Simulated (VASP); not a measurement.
# TiC in VASP: relaxation of the atoms with PBEsol

Aim: the relaxation of the atoms of TiC with PBEsol.

Everything below comes from runs of VASP 6.6.1. Logs are shortened: lines on timing, memory, paths and dates and some standing lists are left out, and cuts for length are marked.

### Step 1. The slab as given

The cell holds a slab with vacuum, 20 atoms: a = 3.054 Å, b = 3.054 Å, c = 35.434 Å, α = 90.00°, β = 90.00°, γ = 90.00°.

### Step 2. Relaxation of the atoms, PBEsol

INCAR

```
SYSTEM = TiC
PREC     = Accurate       ! precision mode
ENCUT    = 520            ! plane-wave cutoff, eV
EDIFF    = 1E-6           ! SCF threshold, eV
ISMEAR   = 1              ! smearing method
SIGMA    = 0.1            ! smearing width, eV
LREAL    = .False.        ! projectors in reciprocal space
LASPH    = .True.         ! aspherical terms in the spheres
NELM     = 80             ! most SCF steps
ALGO     = Normal         ! electronic algorithm
ISIF     = 2              ! what is computed and relaxed
LWAVE    = .False.        ! write WAVECAR
LCHARG   = .False.        ! write CHGCAR
LDIPOL   = .True.       
IDIPOL   = 3            
DIPOL    = 0.5 0.5 0.500
GGA      = PS             ! functional
IBRION   = 2              ! ionic algorithm
NSW      = 100            ! ionic steps
EDIFFG   = -0.015         ! ionic threshold
KPAR     = 8
```

KPOINTS

```
Automatic mesh
0
Gamma
  10 10 1
  0 0 0
```

POSCAR

```
TiC
1.0
    3.0537113450      0.0000000000      0.0000000000
    0.0000000000      3.0537113450      0.0000000000
    0.0000000000      0.0000000000     35.4337000000
Ti C
10 10
Direct
    0.5000000000      0.5000000000      0.2257737690
    0.0000000000      0.0000000000      0.2867129315
    0.5000000000      0.5000000000      0.3476520939
    0.0000000000      0.0000000000      0.4085912563
    0.5000000000      0.5000000000      0.4695304188
    0.0000000000      0.0000000000      0.5304695812
    0.5000000000      0.5000000000      0.5914087437
    0.0000000000      0.0000000000      0.6523479061
    0.5000000000      0.5000000000      0.7132870685
    0.0000000000      0.0000000000      0.7742262310
    0.0000000000      0.0000000000      0.2257737690
    0.5000000000      0.5000000000      0.2867129315
    1.0000000000      0.0000000000      0.3476520939
    0.5000000000      0.5000000000      0.4085912563
    0.0000000000      0.0000000000      0.4695304188
    0.5000000000      0.5000000000      0.5304695812
    0.0000000000      1.0000000000      0.5914087437
    0.5000000000      0.5000000000      0.6523479061
    0.0000000000      1.0000000000      0.7132870685
    0.5000000000      0.5000000000      0.7742262310
```

Potentials or basis: VASP PAW PBE potentials, release 64 (Ti_sv, C).

The run is started by

```
cat potpaw_PBE.64/Ti_sv/POTCAR potpaw_PBE.64/C/POTCAR > POTCAR
mpirun -np 8 vasp_std > vasp.out
```

OUTCAR:

```text
SYSTEM = TiC
   PREC = Accurate
   ENCUT = 520
   EDIFF = 1E-6
   ISMEAR = 1
   LREAL = .False.
   LASPH = .True.
   NELM = 80
   ISIF = 2
   GGA = PS
   IBRION = 2
   NSW = 100
   EDIFFG = -0.015

 ion  position               nearest neighbor table
   1  0.500  0.500  0.226-  11 2.16  11 2.16  11 2.16  11 2.16  12 2.16
   2  0.000  0.000  0.287-  13 2.16  12 2.16  12 2.16  12 2.16  12 2.16  11 2.16
   3  0.500  0.500  0.348-  14 2.16  12 2.16  13 2.16  13 2.16  13 2.16  13 2.16
   4  0.000  0.000  0.409-  13 2.16  14 2.16  14 2.16  14 2.16  14 2.16  15 2.16
   5  0.500  0.500  0.470-  16 2.16  15 2.16  15 2.16  15 2.16  15 2.16  14 2.16
   6  0.000  0.000  0.530-  15 2.16  16 2.16  16 2.16  16 2.16  16 2.16  17 2.16
   7  0.500  0.500  0.591-  18 2.16  17 2.16  17 2.16  17 2.16  17 2.16  16 2.16
   8  0.000  0.000  0.652-  17 2.16  19 2.16  18 2.16  18 2.16  18 2.16  18 2.16
   9  0.500  0.500  0.713-  18 2.16  19 2.16  19 2.16  19 2.16  19 2.16  20 2.16
  10  0.000  0.000  0.774-  20 2.16  20 2.16  20 2.16  20 2.16  19 2.16
  11  0.000  0.000  0.226-   1 2.16   1 2.16   1 2.16   1 2.16   2 2.16
  12  0.500  0.500  0.287-   3 2.16   2 2.16   2 2.16   2 2.16   2 2.16   1 2.16
  13  0.000  0.000  0.348-   4 2.16   2 2.16   3 2.16   3 2.16   3 2.16   3 2.16
  14  0.500  0.500  0.409-   3 2.16   4 2.16   4 2.16   4 2.16   4 2.16   5 2.16
  15  0.000  0.000  0.470-   6 2.16   5 2.16   5 2.16   5 2.16   5 2.16   4 2.16
  16  0.500  0.500  0.530-   5 2.16   6 2.16   6 2.16   6 2.16   6 2.16   7 2.16
  17  0.000  0.000  0.591-   8 2.16   7 2.16   7 2.16   7 2.16   7 2.16   6 2.16
  18  0.500  0.500  0.652-   7 2.16   9 2.16   8 2.16   8 2.16   8 2.16   8 2.16
  19  0.000  0.000  0.713-   8 2.16   9 2.16   9 2.16   9 2.16   9 2.16  10 2.16
  20  0.500  0.500  0.774-  10 2.16  10 2.16  10 2.16  10 2.16   9 2.16

  LATTYP: Found a simple tetragonal cell.
 ALAT       =     3.0537113450
 C/A-ratio  =    11.6034870349

  Lattice vectors:

 A1 = (   3.0537113450,   0.0000000000,   0.0000000000)
 A2 = (   0.0000000000,   3.0537113450,   0.0000000000)
 A3 = (   0.0000000000,   0.0000000000,  35.4337000000)

Analysis of symmetry for initial positions (statically):
=====================================================================
 Subroutine PRICEL returns:
 Original cell was already a primitive cell.

 Routine SETGRP: Setting up the symmetry group for a
 simple tetragonal supercell.

 Subroutine GETGRP returns: Found 16 space group operations
 (whereof  8 operations were pure point group operations)
 out of a pool of 16 trial point group operations.

The static configuration has the point symmetry C_4v.
 The point group associated with its full space group is D_4h.

Analysis of symmetry for dynamics (positions and initial velocities):
=====================================================================
 Subroutine PRICEL returns:
 Original cell was already a primitive cell.

 Routine SETGRP: Setting up the symmetry group for a
 simple tetragonal supercell.

 Subroutine GETGRP returns: Found 16 space group operations
 (whereof  8 operations were pure point group operations)
 out of a pool of 16 trial point group operations.

The dynamic configuration has the point symmetry C_4v.
 The point group associated with its full space group is D_4h.

 Subroutine INISYM returns: Found 16 space group operations
 (whereof  8 operations are pure point group operations),
 and found     1 'primitive' translations

----------------------------------------------------------------------------------------

                                     Primitive cell

  volume of cell :     330.4247

  direct lattice vectors                    reciprocal lattice vectors
     3.053711345  0.000000000  0.000000000     0.327470375  0.000000000  0.000000000
     0.000000000  3.053711345  0.000000000     0.000000000  0.327470375  0.000000000
     0.000000000  0.000000000 35.433700000     0.000000000  0.000000000  0.028221721

  length of vectors
     3.053711345  3.053711345 35.433700000     0.327470375  0.327470375  0.028221721

  position of ions in fractional coordinates (direct lattice)
     0.500000000  0.500000000  0.225773769
     0.000000000  0.000000000  0.286712931
     0.500000000  0.500000000  0.347652094
     0.000000000  0.000000000  0.408591256
     0.500000000  0.500000000  0.469530419
     0.000000000  0.000000000  0.530469581
[... 12 lines left out ...]
     0.000000000  0.000000000  0.713287069
     0.500000000  0.500000000  0.774226231

  ion indices of the primitive-cell ions
   primitive index   ion index
                 1           1
[... 75 lines left out ...]
   NGX,Y,Z   is equivalent  to a cutoff of  13.07, 13.07, 12.67 a.u.
   NGXF,Y,Z  is equivalent  to a cutoff of  26.13, 26.13, 25.34 a.u.
 SYSTEM =  TiC
   PREC   = accura    normal or accurate (medium, high low for compatibility)
   ISTART =      0    job   : 0-new  1-cont  2-samecut
   ICHARG =      2    charge: 1-file 2-atom 10-const
   ISPIN  =      1    spin polarized calculation?
   LNONCOLLINEAR =      F non collinear calculations
   LSORBIT =      F    spin-orbit coupling
   LASPH  =      T    aspherical Exc in radial PAW
   ENCUT  =  520.0 eV  38.22 Ry    6.18 a.u.   5.68  5.68 65.88*2*pi/ulx,y,z
   NELM   =     80;   NELMIN=  2; NELMDL= -5     # of ELM steps
   EDIFF  = 0.1E-05   stopping-criterion for ELM
   LREAL  =      F    real-space projection
   EDIFFG = -.1E-01   stopping-criterion for IOM
   NSW    =    100    number of steps for IOM
   IBRION =      2    ionic relax: 0-MD 1-quasi-New 2-CG
   NFREE  =      1    steps in history (QN), initial steepest desc. (CG)
   ISIF   =      2    stress and relaxation
   ISYM   =      2    0-nonsym 1-usesym 2-fastsym
   POTIM  = 0.5000    time-step for ionic-motion
   TEBEG  =    0.0;   TEEND  =   0.0 temperature during run
   PSTRESS=    0.0 pullay stress
   NELECT =     160.0000    total number of electrons
   NUPDOWN=      -1.0000    fix difference up-down
   EMIN   =  10.00;   EMAX   =-10.00  energy-range for DOS
   EFERMI =   0.00;   METHOD = LEGACY
   ISMEAR =     1;   SIGMA  =   0.10  broadening in eV -4-tet -1-fermi 0-gaus
   EFERMI_NEDOS =   21; number of points for ismear=-14 and -15
   IALGO  =     38    algorithm
   IMIX   =      4    mixing-type and parameters
     AMIX     =   0.40;   BMIX     =  1.00
     AMIX_MAG =   1.60;   BMIX_MAG =  1.00
  volume/ion in A,a.u.               =      16.52       111.49
  Fermi-wavevector in a.u.,A,eV,Ry     =   1.285555  2.429347 22.485692  1.652652
  Thomas-Fermi vector in A             =   2.417682
   LORBIT       =      0    0 simple, 1 ext, 2 COOP (PROOUT), +10 PAW based schemes
   GGA     = PS    functional components
   LHFCALC =     F    Hartree Fock is set to
   AEXX    =    0.0000 exact exchange contribution
   IVDW    =     0    specifies the selected vdW correction
   LEPSILON=     F    determine dielectric tensor
   LRPA    =     F    only Hartree local field effects (RPA)
 conjugate gradient relaxation of ions
 non-spin polarized calculation
 Methfessel and Paxton  Order N= 1 SIGMA  =   0.10
  energy-cutoff  :      520.00
  volume of cell :      330.42
 maximum number of plane-waves:      8976
 NGX is ok and might be reduce to    24
   NGX = 11   NGY = 11   NGZ =131

--------------------------------------- Ionic step        1  -------------------------------------------

 number of electron     160.0000051 magnetization

 Free energy of the ion-electron system (eV)
  ---------------------------------------------------
  ext. energy  EPLUGINS =         0.00000000
  ---------------------------------------------------
  free energy    TOTEN  =      -195.58745032 eV

  energy without entropy =     -195.58542205  energy(sigma->0) =     -195.58677423

------------------------ aborting loop because EDIFF is reached ----------------------------------------

  FORCE on cell =-STRESS in cart. coord.  units (eV):
  Direction    XX          YY          ZZ          XY          YZ          ZX
  --------------------------------------------------------------------------------------
  -------------------------------------------------------------------------------------
  Total       -9.9182318     -9.9182318     -7.4605518      0.0000000     -0.0000000      0.0000000
  in kB      -48.0919481    -48.0919481    -36.1750436      0.0000000     -0.0000000      0.0000000
  external PRESSURE =     -44.1196466 kB  Pullay stress =       0.0000000 kB
[... 143 lines left out ...]
  FREE ENERGIE OF THE ION-ELECTRON SYSTEM (eV)
  ---------------------------------------------------
  free  energy   TOTEN  =      -195.7641834521 eV

  energy  without entropy=     -195.7612498921  energy(sigma->0) =     -195.76320560

[... ionic steps 4 to 13 ...]

--------------------------------------- Ionic step       14  -------------------------------------------

 number of electron     160.0000039 magnetization

------------------------ aborting loop because EDIFF is reached ----------------------------------------
[... 49 lines left out ...]
--------------------------------------- Ionic step       15  -------------------------------------------

 number of electron     160.0000041 magnetization

 dipolmoment           0.000000      0.000000      0.000000 electrons x Angstroem

------------------------ aborting loop because EDIFF is reached ----------------------------------------

  FORCE on cell =-STRESS in cart. coord.  units (eV):
  Direction    XX          YY          ZZ          XY          YZ          ZX
  --------------------------------------------------------------------------------------
  -------------------------------------------------------------------------------------
  Total       -8.3500855     -8.3500855     -0.1863293      0.0000000      0.0000000      0.0000000
  in kB      -40.4882528    -40.4882528     -0.9034815      0.0000000      0.0000000      0.0000000
  external PRESSURE =     -27.2933290 kB  Pullay stress =       0.0000000 kB
[... 41 lines left out ...]
--------------------------------------- Ionic step       16  -------------------------------------------

 number of electron     160.0000043 magnetization

 dipolmoment           0.000000      0.000000     -0.000000 electrons x Angstroem

 Free energy of the ion-electron system (eV)
  ---------------------------------------------------
  ext. energy  EPLUGINS =         0.00000000
  ---------------------------------------------------
  free energy    TOTEN  =      -195.79260891 eV

  energy without entropy =     -195.79007540  energy(sigma->0) =     -195.79176440

 E-fermi :   3.9186     XC(G=0):  -8.2990

 val. band max:        3.9171942733   @ k =   0.2000   0.2000   0.0000
 cond. band min:       3.9256624556   @ k =   0.1000   0.1000   0.0000
 fundamental gap:      0.0084681824
 Fermi energy:         3.9186464486

 k-point     1 :       0.0000    0.0000    0.0000
  band No.  band energies     occupation
      1     -52.3700      2.00000
      2     -52.3547      2.00000
      3     -52.3330      2.00000
      4     -52.3113      2.00000
      5     -52.2922      2.00000
      6     -52.2741      2.00000
[... 1984 lines left out ...]
     91       6.7631      0.00000
     92       6.7631      0.00000
 [bands above 92 left out]

------------------------ aborting loop because EDIFF is reached ----------------------------------------

 vacuum level on the upper side and lower side of the slab       (xc-potential included)        -0.036        -0.036

  FORCE on cell =-STRESS in cart. coord.  units (eV):
  Direction    XX          YY          ZZ          XY          YZ          ZX
  --------------------------------------------------------------------------------------
  -------------------------------------------------------------------------------------
  Total       -8.3466036     -8.3466036     -0.1398816      0.0000000      0.0000000      0.0000000
  in kB      -40.4713696    -40.4713696     -0.6782637      0.0000000      0.0000000      0.0000000
  external PRESSURE =     -27.2070010 kB  Pullay stress =       0.0000000 kB
[... 35 lines left out ...]
  FREE ENERGIE OF THE ION-ELECTRON SYSTEM (eV)
  ---------------------------------------------------
  free  energy   TOTEN  =      -195.7926089059 eV

  energy  without entropy=     -195.7900753985  energy(sigma->0) =     -195.79176440

 reached required accuracy - stopping structural energy minimisation

 vacuum level on the upper side and lower side of the slab         8.492         8.492
```

It took 23 min on 8 MPI ranks of Intel Xeon 6975P-C (Granite Rapids), shared host; peak memory 0.75 GiB.

What came out:

```
Free energy                  : -195.7926 eV
Energy gained by relaxing    : 10.3 meV/atom
Ionic steps                  : 16
Largest force after relaxing : 0.010 eV/Å
Band gap on the k mesh       : none (metal or under the smearing width)
```

Forces in eV/Å, atoms in the order of the input:
```
Ti   0.000  0.000 -0.006
Ti   0.000  0.000  0.002
Ti   0.000  0.000  0.005
Ti   0.000  0.000  0.005
Ti   0.000  0.000 -0.006
Ti   0.000  0.000  0.006
Ti   0.000  0.000 -0.005
Ti   0.000  0.000 -0.005
Ti   0.000  0.000 -0.002
Ti   0.000  0.000  0.006
C    0.000  0.000  0.010
C    0.000  0.000 -0.010
C    0.000  0.000  0.007
C    0.000  0.000 -0.005
C    0.000  0.000 -0.008
C    0.000  0.000  0.008
C    0.000  0.000  0.005
C    0.000  0.000 -0.007
C    0.000  0.000  0.010
C    0.000  0.000 -0.010
```

Step by step:
| step | energy change (eV) | largest force (eV/Å) | pressure (GPa) |
| --- | --- | --- | --- |
| 1 | 0.0000 | 1.5851 | -4.41 |
| 2 | -0.1748 | 0.3235 | -3.91 |
| 3 | -0.1767 | 0.2152 | -3.96 |
| 4 | -0.1819 | 0.0890 | -3.91 |
| 5 | -0.1832 | 0.1089 | -3.86 |
| 6 | -0.1866 | 0.0967 | -3.75 |
| 7 | -0.1890 | 0.1134 | -3.58 |
| 8 | -0.1919 | 0.0907 | -3.49 |
| 9 | -0.1953 | 0.0907 | -3.25 |
| 10 | -0.1954 | 0.1111 | -3.21 |
| 11 | -0.1984 | 0.0901 | -3.10 |
| 12 | -0.2019 | 0.1031 | -2.85 |
| 13 | -0.2047 | 0.0252 | -2.77 |
| 14 | -0.2049 | 0.0443 | -2.74 |
| 15 | -0.2051 | 0.0191 | -2.73 |
| 16 | -0.2052 | 0.0104 | -2.72 |

Final structure:
```cif
data_structure
_symmetry_space_group_name_H-M 'P 1'
_symmetry_Int_Tables_number 1
_cell_length_a 3.0537
_cell_length_b 3.0537
_cell_length_c 35.4337
_cell_angle_alpha 90.000
_cell_angle_beta 90.000
_cell_angle_gamma 90.000
_cell_volume 330.42
loop_
_atom_site_label
_atom_site_type_symbol
_atom_site_fract_x
_atom_site_fract_y
_atom_site_fract_z
_atom_site_occupancy
Ti1 Ti 0.50000 0.50000 0.23015 1
Ti2 Ti 0.00000 0.00000 0.28901 1
Ti3 Ti 0.50000 0.50000 0.34913 1
Ti4 Ti 0.00000 0.00000 0.40947 1
Ti5 Ti 0.50000 0.50000 0.46986 1
Ti6 Ti 0.00000 0.00000 0.53014 1
Ti7 Ti 0.50000 0.50000 0.59053 1
Ti8 Ti 0.00000 0.00000 0.65087 1
Ti9 Ti 0.50000 0.50000 0.71099 1
Ti10 Ti 0.00000 0.00000 0.76985 1
C1 C 0.00000 0.00000 0.22707 1
C2 C 0.50000 0.50000 0.28817 1
C3 C 0.00000 0.00000 0.34854 1
C4 C 0.50000 0.50000 0.40930 1
C5 C 0.00000 0.00000 0.46972 1
C6 C 0.50000 0.50000 0.53028 1
C7 C 0.00000 0.00000 0.59070 1
C8 C 0.50000 0.50000 0.65146 1
C9 C 0.00000 0.00000 0.71183 1
C10 C 0.50000 0.50000 0.77293 1
```

Caveat: the PAW data sets were made with another functional, which shifts forces and pressure a little.
